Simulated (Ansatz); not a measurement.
# Equation of state of Zr

```yaml
crystal:
  lattice:
    - [3.23200, 0.00000, 0.00000]
    - [-1.61600, 2.79899, 0.00000]
    - [0.00000, 0.00000, 5.14700]
  atoms:
    - { symbol: Zr, position: [0.33333, 0.66667, 0.25000] }
    - { symbol: Zr, position: [0.66667, 0.33333, 0.75000] }
```

The cell is COD entry 9008523, as deposited and not checked against the literature; nothing was relaxed.

Levels of theory: DFT, PBE, all-electron LAPW, scalar-relativistic (Ansatz 0.2.0); DFT, PBE, PAW with Ansatz's default frozen-core files, scalar-relativistic (Ansatz 0.2.0).

For LAPW: a Γ-centred 13×13×7 k mesh, Fermi–Dirac smearing of 0.03 eV, basis error target 0.25 meV/atom, no spin polarisation. PAW takes a cutoff of 420 eV at this cell. The Ansatz runs share mesh, smearing and spin set-up. Plane-wave (PAW) pressures include the program's estimate of the Pulay term.

The cell above is scaled evenly, with fractional coordinates and shape held.

(1) Estimate the equilibrium volume and bulk modulus that full-potential LAPW gives for this fixed shape.

Results:

(1) V0 = 23.40 Å³/atom, B0 = 94 GPa, B0′ = 3.2, from a third-order Birch–Murnaghan fit to these pressures:
```csv
V/V(cell),V (Å³/atom),"P, LAPW (GPa)","P, PAW (GPa)","free energy over the lowest listed, PAW (meV/atom)"
0.9405,21.896,6.92,6.89,30.7
0.9800,22.815,2.48,2.46,4.2
1.0000,23.281,0.50,0.47,0.0
1.0200,23.746,-1.33,-1.35,1.3
1.0600,24.678,-4.55,-4.57,18.8
```
